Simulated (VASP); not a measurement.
# Cu (Fm-3m) in VASP: density of states with PBE

Aim: the density of states of Cu with PBE.

Program: VASP 6.6.1. These are calculated values, not measurements. Logs are shortened: lines on timing, memory, paths and dates and some standing lists are left out, and cuts for length are marked.

## 1. Starting point

It takes space group Fm-3m (No. 225, cubic). The conventional cell has a = 3.634 Å, b = 3.634 Å, c = 3.634 Å, α = 90.00°, β = 90.00°, γ = 90.00°. Around Cu (site symmetry m-3m) lie 12 Cu at 2.57 Å.

## 2. Density of states, PBE

The input, POSCAR:

```
Cu                                      
1.0
    0.0000000000      1.8169714985      1.8169714985
    1.8169714985     -0.0000000000      1.8169714985
    1.8169714985      1.8169714985      0.0000000000
  Cu            
     1
Direct
     0.0000000000000000    0.0000000000000000    0.0000000000000000
```

The input, INCAR.step1:

```
SYSTEM = Cu
PREC = Accurate
ENCUT = 520
EDIFF = 1E-7
ISMEAR = 0
SIGMA = 0.1
LREAL = .FALSE.
LASPH = .TRUE.
NELM = 60
ALGO = Fast
ISIF = 2
LWAVE = .FALSE.
LCHARG = .TRUE.
LMAXMIX = 4
GGA = PE
```

The input, KPOINTS.step1:

```
regular mesh
0
G
  12 12 12
  0 0 0
```

The input, INCAR.step2:

```
SYSTEM = Cu
PREC = Accurate
ENCUT = 520
EDIFF = 1E-7
ISMEAR = -5
SIGMA = 0.1
LREAL = .FALSE.
LASPH = .TRUE.
NELM = 60
ALGO = Fast
ISIF = 2
LWAVE = .FALSE.
LCHARG = .FALSE.
LMAXMIX = 4
GGA = PE
LORBIT = 11
NEDOS = 2001
ICHARG = 11
```

The input, KPOINTS.step2:

```
regular mesh
0
G
  18 18 18
  0 0 0
```

Potentials or basis: VASP PAW PBE potentials, release 64 (Cu).

Run with:

```
cat potpaw_PBE.64/Cu/POTCAR > POTCAR
cp INCAR.step1 INCAR
cp KPOINTS.step1 KPOINTS
mpirun -np 1 vasp_std > vasp.out
cp INCAR.step2 INCAR
cp KPOINTS.step2 KPOINTS
mpirun -np 1 vasp_std > vasp.out
```

OUTCAR:

```text
SYSTEM = Cu
   PREC = Accurate
   ENCUT = 520
   EDIFF = 1E-7
   ISMEAR = -5
   LREAL = .FALSE.
   LASPH = .TRUE.
   NELM = 60
   ISIF = 2
   GGA = PE
   LORBIT = 11
   ICHARG = 11

 ion  position               nearest neighbor table
   1  0.000  0.000  0.000-

  LATTYP: Found a face centered cubic cell.
 ALAT       =     3.6339429970

  Lattice vectors:

 A1 = (   0.0000000000,   1.8169714985,   1.8169714985)
 A2 = (   1.8169714985,   0.0000000000,   1.8169714985)
 A3 = (   1.8169714985,   1.8169714985,   0.0000000000)

Analysis of symmetry for initial positions (statically):
=====================================================================
 Subroutine PRICEL returns:
 Original cell was already a primitive cell.

 Routine SETGRP: Setting up the symmetry group for a
 face centered cubic supercell.

 Subroutine GETGRP returns: Found 48 space group operations
 (whereof 48 operations were pure point group operations)
 out of a pool of 48 trial point group operations.

The static configuration has the point symmetry O_h .

Analysis of symmetry for dynamics (positions and initial velocities):
=====================================================================
 Subroutine PRICEL returns:
 Original cell was already a primitive cell.

 Routine SETGRP: Setting up the symmetry group for a
 face centered cubic supercell.

 Subroutine GETGRP returns: Found 48 space group operations
 (whereof 48 operations were pure point group operations)
 out of a pool of 48 trial point group operations.

The dynamic configuration has the point symmetry O_h .

 Subroutine INISYM returns: Found 48 space group operations
 (whereof 48 operations are pure point group operations),
 and found     1 'primitive' translations

----------------------------------------------------------------------------------------

                                     Primitive cell

  volume of cell :      11.9970

  direct lattice vectors                    reciprocal lattice vectors
     0.000000000  1.816971499  1.816971499    -0.275183183  0.275183183  0.275183183
     1.816971499  0.000000000  1.816971499     0.275183183 -0.275183183  0.275183183
     1.816971499  1.816971499  0.000000000     0.275183183  0.275183183 -0.275183183

  length of vectors
     2.569585736  2.569585736  2.569585736     0.476631254  0.476631254  0.476631254

  position of ions in fractional coordinates (direct lattice)
     0.000000000  0.000000000  0.000000000

  ion indices of the primitive-cell ions
   primitive index   ion index
                 1           1

----------------------------------------------------------------------------------------

 KPOINTS: regular mesh

Automatic generation of k-mesh.
 Grid dimensions read from file:
 generate k-points for:   18   18   18

 Generating k-lattice:

  Cartesian coordinates                     Fractional coordinates (reciprocal lattice)
    -0.015287955  0.015287955  0.015287955     0.055555556  0.000000000  0.000000000
     0.015287955 -0.015287955  0.015287955     0.000000000  0.055555556  0.000000000
     0.015287955  0.015287955 -0.015287955     0.000000000  0.000000000  0.055555556

  Length of vectors
     0.026479514  0.026479514  0.026479514

  Shift w.r.t. Gamma in fractional coordinates (k-lattice)
     0.000000000  0.000000000  0.000000000

 TETIRR: Found    806 inequivalent tetrahedra from    34992

 Subroutine IBZKPT returns following result:
 ===========================================

 Found    195 irreducible k-points:

 Following reciprocal coordinates:
            Coordinates               Weight
  0.000000  0.000000  0.000000      1.000000
  0.055556  0.000000  0.000000      8.000000
  0.111111  0.000000  0.000000      8.000000
  0.166667  0.000000  0.000000      8.000000
  0.222222  0.000000  0.000000      8.000000
  0.277778  0.000000  0.000000      8.000000
[... 16 lines left out ...]
 -0.277778  0.055556  0.000000     24.000000
 -0.222222  0.055556  0.000000     24.000000
 [... further k-points ...]
   k-points           NKPTS =    195   k-points in BZ     NKDIM =    195   number of bands    NBANDS=      9
   number of dos      NEDOS =   2001   number of ions     NIONS =      1
   total plane-waves  NPLWV =   8000
   dimension x,y,z NGX =    20 NGY =   20 NGZ =   20
   dimension x,y,z NGXF=    40 NGYF=   40 NGZF=   40
   ions per type =               1
   NGX,Y,Z   is equivalent  to a cutoff of  12.94, 12.94, 12.94 a.u.
   NGXF,Y,Z  is equivalent  to a cutoff of  25.88, 25.88, 25.88 a.u.
 SYSTEM =  Cu
   PREC   = accura    normal or accurate (medium, high low for compatibility)
   ISTART =      0    job   : 0-new  1-cont  2-samecut
   ICHARG =     11    charge: 1-file 2-atom 10-const
   ISPIN  =      1    spin polarized calculation?
   LNONCOLLINEAR =      F non collinear calculations
   LSORBIT =      F    spin-orbit coupling
   LASPH  =      T    aspherical Exc in radial PAW
   ENCUT  =  520.0 eV  38.22 Ry    6.18 a.u.   4.78  4.78  4.78*2*pi/ulx,y,z
   NELM   =     60;   NELMIN=  2; NELMDL=  0     # of ELM steps
   EDIFF  = 0.1E-06   stopping-criterion for ELM
   LREAL  =      F    real-space projection
   EDIFFG = 0.1E-05   stopping-criterion for IOM
   NSW    =      0    number of steps for IOM
   IBRION =     -1    ionic relax: 0-MD 1-quasi-New 2-CG
   NFREE  =      0    steps in history (QN), initial steepest desc. (CG)
   ISIF   =      2    stress and relaxation
   ISYM   =      2    0-nonsym 1-usesym 2-fastsym
   POTIM  = 0.5000    time-step for ionic-motion
   TEBEG  =    0.0;   TEEND  =   0.0 temperature during run
   PSTRESS=    0.0 pullay stress
   NELECT =      11.0000    total number of electrons
   NUPDOWN=      -1.0000    fix difference up-down
   EMIN   =  10.00;   EMAX   =-10.00  energy-range for DOS
   EFERMI =   0.00;   METHOD = LEGACY
   ISMEAR =    -5;   SIGMA  =   0.10  broadening in eV -4-tet -1-fermi 0-gaus
   EFERMI_NEDOS =   21; number of points for ismear=-14 and -15
   IALGO  =     68    algorithm
   IMIX   =      4    mixing-type and parameters
     AMIX     =   0.40;   BMIX     =  1.00
     AMIX_MAG =   1.60;   BMIX_MAG =  1.00
  volume/ion in A,a.u.               =      12.00        80.96
  Fermi-wavevector in a.u.,A,eV,Ry     =   1.590429  3.005475 34.415451  2.529464
  Thomas-Fermi vector in A             =   2.689125
   LORBIT       =     11    0 simple, 1 ext, 2 COOP (PROOUT), +10 PAW based schemes
   GGA     = PE    functional components
   LHFCALC =     F    Hartree Fock is set to
   AEXX    =    0.0000 exact exchange contribution
   IVDW    =     0    specifies the selected vdW correction
   LEPSILON=     F    determine dielectric tensor
   LRPA    =     F    only Hartree local field effects (RPA)
 non-spin polarized calculation
 RMM-DIIS sequential band-by-band and
 Fermi weights with tetrahedron method with Bloechl corrections
  energy-cutoff  :      520.00
  volume of cell :       12.00
 maximum number of plane-waves:       332

 number of electron      10.9999996 magnetization

 Free energy of the ion-electron system (eV)
  ---------------------------------------------------
  ext. energy  EPLUGINS =         0.00000000
  ---------------------------------------------------
  free energy    TOTEN  =        -3.72851840 eV

  energy without entropy =       -3.72851840  energy(sigma->0) =       -3.72851840

 E-fermi :   7.4321     XC(G=0): -12.6360

 val. band max:        7.4570804143   @ k =  -0.4444   0.1111   0.0556
 cond. band min:       7.5071980863   @ k =   0.4444   0.3889   0.0000
 fundamental gap:      0.0501176721
 Fermi energy:         7.4320988139

 k-point     1 :       0.0000    0.0000    0.0000
  band No.  band energies     occupation
      1      -1.8403      2.00000
      2       4.4083      2.00000
      3       4.4083      2.00000
      4       4.4083      2.00000
      5       5.2105      2.00000
      6       5.2105      2.00000
      7      29.8608      0.00000
      8      32.3834      0.00000
      9      32.3834      0.00000

 k-point     2 :       0.0556    0.0000    0.0000
  band No.  band energies     occupation
      1      -1.7290      2.00000
      2       4.3850      2.00000
      3       4.4292      2.00000
      4       4.4292      2.00000
      5       5.2022      2.00000
      6       5.2022      2.00000
      7      29.1923      0.00000
      8      31.0535      0.00000
      9      32.0186      0.00000

 k-point     3 :       0.1111    0.0000    0.0000
  band No.  band energies     occupation
      1      -1.3989      2.00000
      2       4.3218      2.00000
      3       4.4835      2.00000
      4       4.4835      2.00000
      5       5.1853      2.00000
      6       5.1853      2.00000
      7      26.7384      0.00000
      8      30.5116      0.00000
      9      31.3518      0.00000

 k-point     4 :       0.1667    0.0000    0.0000
  band No.  band energies     occupation
      1      -0.8623      2.00000
      2       4.2387      2.00000
      3       4.5434      2.00000
      4       4.5434      2.00000
      5       5.1856      2.00000
      6       5.1856      2.00000
      7      23.8760      0.00000
      8      30.2630      0.00000
      9      30.7161      0.00000
[... 205 lines left out ...]
 k-point    22 :      -0.3333    0.0556    0.0000
  band No.  band energies     occupation
      1       1.7993      2.00000
      2       4.4436      2.00000
      3       4.4657      2.00000
      4       4.4944      2.00000
      5       5.4679      2.00000
      6       5.7657      2.00000
      7      15.1952      0.00000
      8      26.7436      0.00000
      9      29.5867      0.00000

 k-point    23 :      -0.2778    0.0556    0.0000
  band No.  band energies     occupation
      1       1.0513      2.00000
      2       4.1771      2.00000
      3       4.5128      2.00000
      4       4.5554      2.00000
      5       5.3031      2.00000
      6       5.5629      2.00000
      7      17.6139      0.00000
      8      26.8696      0.00000
      9      30.2179      0.00000

 k-point    24 :      -0.2222    0.0556    0.0000
  band No.  band energies     occupation
      1       0.2113      2.00000
      2       4.1260      2.00000
      3       4.5616      2.00000
      4       4.5988      2.00000
      5       5.1645      2.00000
      6       5.4020      2.00000
      7      20.2338      0.00000
      8      27.1629      0.00000
      9      30.8665      0.00000

 [... further k-points ...]
[... 5 lines left out ...]
  --------------------------------------------------------------------------------------
  -------------------------------------------------------------------------------------
  Total        0.0978708      0.0978708      0.0978708      0.0000000     -0.0000000      0.0000000
  in kB       13.0704109     13.0704109     13.0704109      0.0000000     -0.0000000      0.0000000
  external PRESSURE =      13.0704109 kB  Pullay stress =       0.0000000 kB

 VOLUME and BASIS-vectors are now :
 -----------------------------------------------------------------------------
  energy-cutoff  :      520.00
  volume of cell :       12.00
      direct lattice vectors                 reciprocal lattice vectors
     0.000000000  1.816971499  1.816971499    -0.275183183  0.275183183  0.275183183
     1.816971499  0.000000000  1.816971499     0.275183183 -0.275183183  0.275183183
     1.816971499  1.816971499  0.000000000     0.275183183  0.275183183 -0.275183183

 POSITION                                       TOTAL-FORCE (eV/Angst)
 -----------------------------------------------------------------------------------
      0.00000      0.00000      0.00000        -0.000000      0.000000      0.000000
 -----------------------------------------------------------------------------------
    total drift:                                0.000000     -0.000000      0.000000

  FREE ENERGIE OF THE ION-ELECTRON SYSTEM (eV)
  ---------------------------------------------------
  free  energy   TOTEN  =        -3.7285183984 eV

  energy  without entropy=       -3.7285183984  energy(sigma->0) =       -3.72851840

 total charge

# of ion       s       p       d       tot
------------------------------------------
    1        0.442   0.371   9.172   9.985
```

Run time: 11 s. Hardware: 1 thread of Intel Xeon 6975P-C (Granite Rapids), shared host; peak memory 0.13 GiB.

Results:

- Valence electrons inside the program's atomic spheres: Cu 9.98

States per cell in windows of 1 eV (zero at the Fermi level; states under -8 eV left out):
```tsv
from (eV)	total	Cu1_d	Cu1_p	Cu1_s
-8.0	0.11	0.00	0.01	0.05
-7.0	0.18	0.02	0.02	0.07
-6.0	0.34	0.10	0.04	0.09
-5.0	1.54	1.11	0.06	0.11
-4.0	2.82	2.44	0.10	0.02
-3.0	3.44	3.21	0.06	0.02
-2.0	2.18	2.09	0.03	0.02
-1.0	0.33	0.19	0.05	0.03
0.0	0.29	0.13	0.07	0.03
1.0	0.26	0.08	0.08	0.02
2.0	0.22	0.06	0.08	0.02
3.0	0.19	0.05	0.06	0.02
4.0	0.27	0.07	0.05	0.07
5.0	0.29	0.07	0.08	0.06
6.0	0.24	0.05	0.07	0.04
7.0	0.30	0.07	0.07	0.06
```

Caveat: tetrahedron occupations give inexact forces and stress in metals.
